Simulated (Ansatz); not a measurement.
Method: DFT PBE, scalar-relativistic, plane waves, PAW in Ansatz 0.2.0. Settings: cutoff 420 eV, Γ-centred meshes spaced at most about 0.3 Å⁻¹, and about 0.25 Å⁻¹ or finer for metals (2π included), Gaussian smearing. No spin polarisation.

Each guess is relaxed in cell and atoms at zero pressure, on a coarse mesh first where it starts far from rest and then on a converged one. The steps can't lower the symmetry of the start, but it can rise. Energies are static (0 K, no zero-point motion).

Two unrelaxed guesses for Be₂Se:

A.

```xyz
3
Lattice="4.3838 0.0000 0.0000 -2.1919 3.7964 0.0000 0.0000 0.0000 2.6061" Properties=species:S:1:pos:R:3 pbc="T T T"
Be    2.1919    1.2655    1.3031
Be    0.0000    2.5310    1.3031
Se    0.0000    0.0000    0.0000
```

B.

```xyz
3
Lattice="0.0000 2.9955 2.9955 2.9955 0.0000 2.9955 2.9955 2.9955 0.0000" Properties=species:S:1:pos:R:3 pbc="T T T"
Be    4.4932    4.4932    4.4932
Be    1.4977    1.4977    1.4977
Se    0.0000    0.0000    0.0000
```

Question: Where do they end, and which end is lower?

Answer: A ends lower, by 143 meV/atom. A: P6/mmm at 14.5 Å³/atom → P6/mmm (AlB2 type) at 13.3 Å³/atom; B: Fm-3m at 17.9 Å³/atom → Fm-3m (anti-fluorite type) at 15.5 Å³/atom. Counting Se atoms around Be (those within 1.25 times the shortest such distance or 1.15 times the sum of covalent radii; the shortest distance is added where it is long for a bond), the end of A has Be 6 from 2.7 Å and the end of B has Be 4. End of A. Conventional cell: a = 3.663 Å, c = 3.434 Å. Around Be lie 3 Be at 2.12 Å and 6 Se at 2.72 Å; Se is surrounded by 12 Be at 2.72 Å. End of B. Conventional cell: a = 5.711 Å. Be is surrounded by 4 Se at 2.47 Å and 6 Be at 2.86 Å; Se is surrounded by 8 Be at 2.47 Å.

Ends held by symmetry can be saddle points. Neither end is the lowest form computed: that has space group C2/m (No. 12) and lies 0.73 eV/atom below the better end. Even the lowest of the cells shown lies +0.61 eV/atom against the elements. Some candidate types were left out of the draw beforehand, so a known form may be missing.
